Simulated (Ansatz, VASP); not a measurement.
This is a calculation of GaP for Ansatz 0.2.0.

input.yaml

```yaml
crystal:
  lattice:
    - [0.0, 2.72525, 2.72525]
    - [2.72525, 0.0, 2.72525]
    - [2.72525, 2.72525, 0.0]
  atoms:
    - { symbol: Ga, position: [0.0, 0.0, 0.0] }
    - { symbol: P, position: [0.75, 0.75, 0.75] }
hamiltonian:
  xc: pbe
  pseudopotentials: { kind: paw }
kpoints:
  mp_grid: { grid: [8, 8, 8] }
scf:
  occupations: { method: gaussian, width: 0.023 }
output:
  forces: true
  stress: true
  eigenvalues: true
```

Potentials or basis: Ansatz PAW.

Launch:

```bash
$ ansatz run input.yaml --threads 2 --pin off --max-ram 5632MiB --backend cpu --events-out ev --progress --plain --runs-dir out
```

Translate it to VASP 6.6.1. Potentials there: VASP PAW PBE potentials, release 64 (Ga_d, P).

As run (the cutoff follows the program's own potentials):

File INCAR:

```
SYSTEM = GaP
PREC = Accurate
ENCUT = 520
EDIFF = 1E-7
ISMEAR = 0
SIGMA = 0.023
LREAL = .False.
LASPH = .True.
NELM = 100
ALGO = Fast
ISIF = 2
LWAVE = .False.
LCHARG = .False.
GGA = PE
```

The input KPOINTS:

```
Automatic mesh
0
Gamma
  8 8 8
  0 0 0
```

POSCAR

```
GaP
1.0
    0.0000000000      2.7252500000      2.7252500000
    2.7252500000      0.0000000000      2.7252500000
    2.7252500000      2.7252500000      0.0000000000
Ga P
1 1
Direct
    0.0000000000      0.0000000000      0.0000000000
    0.7500000000      0.7500000000      0.7500000000
```

Potentials or basis: VASP PAW PBE potentials, release 64 (Ga_d, P).

Command:

```console
$ cat potpaw_PBE.64/Ga_d/POTCAR potpaw_PBE.64/P/POTCAR > POTCAR
$ mpirun -np 1 vasp_std > vasp.out
```

Both were run:

|  | VASP | Ansatz | Ansatz less VASP |
| --- | --- | --- | --- |
| gap on the k mesh at the Fermi level (eV) | 1.64 | 1.64 | 0.000 |
| least direct gap on the mesh (eV) | 1.83 | 1.83 | +0.002 |
| pressure (GPa) | 2.5 | 2.5 | +0.01 |

A k mesh can miss the band edges. As with any semilocal functional, this PBE gap is likely too small.
